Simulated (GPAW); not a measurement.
Write an ASE script for GPAW 26.7.0 that does the following.

- Task: relaxation of cell and atoms
- Functional: PBE
- Potentials or basis: GPAW PAW data sets (gpaw-data 1.2.1)
- Cutoff: 800 eV
- Basis: pw
- k mesh: 9 × 9 × 9
- Occupations: fermi-dirac, width 0.05 eV
- Spin: collinear spin, ferromagnetic start
- Starting moments: [2.0, 0.0] μB
- Target pressure: 20 GPa
- Maxiter: 150
- Optimizer: BFGS
- Fmax: 0.02 eV/Å
- Max steps: 60
- Target pressure: 20 GPa
- Convergence: density=1e-05 forces=0.0001

The structure of CoO lies in CoO.xyz:

```xyz
2
Lattice="-1.5080004400 1.5080004400 2.1072503600 1.5080004400 -1.5080004400 2.1072503600 1.5080004400 1.5080004400 -2.1072503600" Properties=species:S:1:pos:R:3 pbc="T T T"
Co     0.0000000000      0.0000000000      0.0000000000
O      0.0000000000      0.0000000000      2.1072503600
```

One way to write it, as run:

run.py

```python
from ase.filters import FrechetCellFilter
from ase.io import read, write
from ase.optimize import BFGS
from ase.units import GPa
from gpaw import GPAW, PW

atoms = read('CoO.xyz')
atoms.set_initial_magnetic_moments([2.0, 0.0])

calc = GPAW(mode=PW(800),
            xc='PBE',
            kpts={'size': (9, 9, 9), 'gamma': True},
            occupations={'name': 'fermi-dirac', 'width': 0.05},
            nbands=17,
            convergence={'density': 1e-05, 'forces': 0.0001},
            maxiter=150,
            txt='gpaw.txt')
atoms.calc = calc
opt = BFGS(FrechetCellFilter(atoms, scalar_pressure=20 * GPa), trajectory='relax.traj', logfile='-')
done = opt.run(fmax=0.02, steps=60)
calc.write('gs.gpw')
write('result.traj', atoms)
print('Converged:', done)
print('Cell:', atoms.cell.cellpar().round(4))
print('Volume:', round(atoms.get_volume(), 4))
print(atoms.get_scaled_positions().round(5))
```

Potentials or basis: GPAW PAW data sets (gpaw-data 1.2.1), pw.

Command:

```sh
$ OMP_NUM_THREADS=1 python run.py
```

It gave:

```json
{"Relaxed volume": "8.73 Å³/atom", "Relaxed cell": "a = 2.912 Å, b = 2.912 Å, c = 2.912 Å, α = 119.97°, β = 119.97°, γ = 90.05°", "Space group after relaxing (to 0.05 Å)": "Fm-3m (No. 225)", "Energy change on relaxing (the enthalpy is what falls)": "+49.9 meV/atom", "Ionic steps": "7", "Pressure after relaxing": "19.7 GPa", "Band gap on the k mesh": "none (metal or under the smearing width)", "Net moment": "2.65 μB per cell", "Site moments": "Co +2.32; O +0.20 μB"}
```

Caveat: each step starts from the last one's moments, so a moment once lost doesn't come back; later steps reuse the first step's grids; a cell with one magnetic atom can't hold antiferromagnetic order, which such compounds often take; semilocal functionals often make such compounds metallic where correlation or magnetic order opens a gap, which also shifts bond lengths.

It took 4.1 min on 1 thread of Arm Neoverse V2, with other jobs on the host, peak memory 0.33 GiB.
